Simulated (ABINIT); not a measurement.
**Pt in ABINIT: the effect of potentials**

Pt:

```xyz
1
Lattice="0.0000 1.9609 1.9609 1.9609 0.0000 1.9609 1.9609 1.9609 0.0000" Properties=species:S:1:pos:R:3 pbc="T T T"
Pt    0.0000    0.0000    0.0000
```

Alike in all runs:

```yaml
Program: ABINIT 10.8.3 (patched build)
Task: single point
Functional: r2SCAN
k_mesh: 12 × 12 × 12
Occupations: fermi-dirac, width 0.05 eV
Spin: no spin polarisation
```

**Question.** One run gave: pressure 6.2 GPa. Which potentials did it use?
A. Ansatz NC r2SCAN
B. Ansatz PAW PBE default generated set, frozen core
C. SG15 NC PBE v1.2
D. PseudoDojo NC SR PBE v0.4.1 standard
E. JTH PAW PBE v2.0

**Answer.** E.

```tsv
potentials	cutoff	pressure (GPa)
Ansatz PAW PBE default generated set, frozen core	490 eV	4.0
JTH PAW PBE v2.0	517 eV	6.2
Ansatz NC r2SCAN	1361 eV	4.3
SG15 NC PBE v1.2	1143 eV	4.4
PseudoDojo NC SR PBE v0.4.1 standard	1361 eV	1.8
```

Caveats: the PAW data sets were made with another functional, which shifts forces and pressure a little (some runs); the potentials were made for another functional, which shifts forces and pressure (some runs); the atomic spheres overlap (some runs); a meta-GGA on potentials with a model core is unreliable (some runs).

The runs don't all hold the same shells in valence.
